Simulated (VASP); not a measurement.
## Er under changes of volume

One of the cells (31.110 Å³/atom); the others are scaled copies at fixed shape and fractional positions:

```
Er
1.0
     0.00000    2.49627    2.49627
     2.49627    0.00000    2.49627
     2.49627    2.49627    0.00000
Er
1
Cartesian
  0.0000 0.0000 0.0000
```

This isn't the form of Er at room conditions, which is hcp.

- Program: VASP 6.6.1
- Functional: PBE
- Potentials or basis: VASP PAW PBE potentials, release 64 (Er)
- Cutoff: 520 eV
- k mesh: 9 × 9 × 9
- Occupations: fermi-dirac, width 0.05 eV
- Spin: collinear spin, ferromagnetic start
- Starting moments: [3.0] μB

| volume (Å³/atom) | energy over the lowest point (meV/atom) | pressure (GPa) |
| --- | --- | --- |
| 28.670 | 59.11 | 4.9 |
| 29.280 | 42.14 | 4.2 |
| 29.890 | 27.94 | 3.3 |
| 31.110 | 7.09 | 2.3 |
| 31.720 | 0.00 | 1.7 |
| 32.330 | ? | ? |

Q: What does the run at 32.330 Å³/atom give?

A: Energy over the lowest point 317.81 meV/atom; pressure 0.8 GPa.

The energies don't lie on one smooth curve, so no fit is given. The run at 32.330 Å³/atom lies farthest off; its moment of 2.17 μB against 2.42 to 2.42 μB shows that it ended in another magnetic state.

Energies are extrapolated to zero smearing.

Caveats: the magnetic or orbital state may not be the lowest.
